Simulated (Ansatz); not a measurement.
The parent structure is BaSnO₃ in the cubic perovskite structure (space group Pm-3m, No. 221; a = 4.176 Å).

Calculations: Kohn–Sham DFT with the PBE functional, run in Ansatz (a program for electronic structure) with PAW and 420 eV plane waves, no spin-orbit coupling.

For the base:

```
Property       Value
--------  ----------
Density   6.93 g/cm³
```

The change: cell and atoms relaxed at a pressure of 30 GPa.

**Question.** What does the calculation give for the density after the change?

**Answer.** The density goes up by 1.15 g/cm³, from 6.93 g/cm³ to 8.08 g/cm³.

Load acts through the strain it causes; cell and atoms are relaxed under it. Stability against distortions was not tested. Competing high-pressure phases were not computed.
